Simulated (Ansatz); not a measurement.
The system is TaN.

```
Ta N
1.0
     2.92177    0.00000    0.00000
    -1.46088    2.53033    0.00000
     0.00000    0.00000    5.91652
Ta N
2 2
Direct
  0.00000 0.00000 0.50000
  0.00000 0.00000 0.00000
  0.33333 0.66667 0.25000
  0.66667 0.33333 0.75000
```

The cell comes from a database or a generator and needn't be the stable form of this composition.

| Item | Value |
| --- | --- |
| Program | Ansatz 0.2.0 |
| Task | relaxation of cell and atoms |
| Functional | PBEsol |
| Dispersion | D4 |
| Potentials or basis | Ansatz PAW |
| Cutoff | 420 eV (not typed: the program's choice for these potentials) |
| k mesh | 10 × 10 × 5 |
| Occupations | fermi-dirac, width 0.05 eV |
| Spin | no spin polarisation |

At the start: volume 10.94 Å³/atom.

**Question.** Where does the relaxation end?

**Answer.** It ends after 8 steps and the volume is 10.51 Å³/atom (-3.9 %); space group P6_3/mmc (No. 194, to 0.05 Å).

Step by step:
```
step  energy change (eV)  largest force (eV/Å)  volume (Å³)
   1              0.0000                0.0000        43.74
   2             -0.0295                0.0000        40.94
   3             -0.0734                0.0000        42.09
   4             -0.0750                0.0000        42.09
   5             -0.0751                0.0000        42.07
   6             -0.0711                0.0000        42.07
   7             -0.0711                0.0000        42.05
   8             -0.0710                0.0000        42.05
```

Final structure:
```cif
data_structure
_symmetry_space_group_name_H-M 'P 1'
_symmetry_Int_Tables_number 1
_cell_length_a 2.8830
_cell_length_b 2.8830
_cell_length_c 5.8420
_cell_angle_alpha 90.000
_cell_angle_beta 90.000
_cell_angle_gamma 120.000
_cell_volume 42.05
loop_
_atom_site_label
_atom_site_type_symbol
_atom_site_fract_x
_atom_site_fract_y
_atom_site_fract_z
_atom_site_occupancy
Ta1 Ta 0.00000 0.00000 0.50000 1
Ta2 Ta 0.00000 0.00000 0.00000 1
N1 N 0.33333 0.66667 0.25000 1
N2 N 0.66667 0.33333 0.75000 1
```

Caveat: the plane-wave basis is chosen anew once the cell has moved, so the energies of steps on either side of that aren't comparable; the pressure holds a Pulay correction of +0.5 GPa for the finite cutoff; pairwise dispersion overbinds metals, which lowers pressure and volume; the PAW data sets come from PBE, with cores solved anew for the run's functional, which leaves a small shift of forces and pressure.
